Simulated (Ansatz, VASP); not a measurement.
GaP in VASP and in Ansatz

File INCAR:

```
  PREC = Accurate
  ENCUT = 520
  EDIFF = 1E-6
  ISMEAR = -1
  SIGMA = 0.08
  LREAL = F
  LASPH = T
  NELM = 60
  ALGO = Normal
  ISIF = 2
  LWAVE = F
  LCHARG = F
  GGA = PS
  NBANDS = 16
```

KPOINTS

```
Automatic mesh
0
Gamma
  12 12 12
```

The input POSCAR:

```
GaP
1.0
    0.0000000000      2.7786998443      2.7786998443
    2.7786998443      0.0000000000      2.7786998443
    2.7786998443      2.7786998443      0.0000000000
Ga P
1 1
Direct
    0.0000000000      0.0000000000      0.0000000000
    0.7500000000      0.7500000000      0.7500000000
```

Input for Ansatz:

```yaml
crystal:
  lattice:
    - [0.0, 2.7786998443, 2.7786998443]
    - [2.7786998443, 0.0, 2.7786998443]
    - [2.7786998443, 2.7786998443, 0.0]
  atoms:
    - { symbol: Ga, position: [0.0, 0.0, 0.0] }
    - { symbol: P, position: [0.75, 0.75, 0.75] }
kpoints:
  mp_grid: { grid: [12, 12, 12] }
  band_path:
    path:
      - [0.0, 0.0, 0.0]
      - [-0.5, -0.5, 0.0]
      - [-0.375, -0.375, 0.25]
      - [-0.375, 0.0, 0.375]
      - [0.0, 0.0, 0.0]
      - [0.0, 0.0, 0.5]
      - [-0.5, -0.25, 0.25]
      - [-0.5, -0.5, 0.0]
    npoints: 5
scf:
  occupations: { method: fermi_dirac, width: 0.08 }
hamiltonian:
  xc: pbesol
  pseudopotentials: { kind: all_electron, lapw: { basis_error: 0.0005 } }
output:
  forces: true
  stress: true
  eigenvalues: true
```

Change from the starting cell: volume scaled by 1.06.

Alike in both runs: task single point; functional PBEsol; k mesh 12 × 12 × 12; occupations fermi-dirac, width 0.08 eV; no spin polarisation.

|  | VASP | Ansatz |
| --- | --- | --- |
| version | VASP 6.6.1 | Ansatz 0.2.0 |
| potentials or method | VASP PAW PBE potentials, release 64 (Ga_d, P) | all-electron LAPW, scalar-relativistic |
| plane-wave cutoff (eV) | 520 | see its input |

|  | VASP | Ansatz | Ansatz less VASP |
| --- | --- | --- | --- |
| pressure (GPa) | -4.8 | -4.8 | +0.05 |

Ansatz ran all-electron here, so the differences hold the error of VASP's frozen core and of both bases.

Caveats: the PAW data sets were made with another functional, which shifts forces and pressure a little (VASP). A k mesh can miss the band edges.
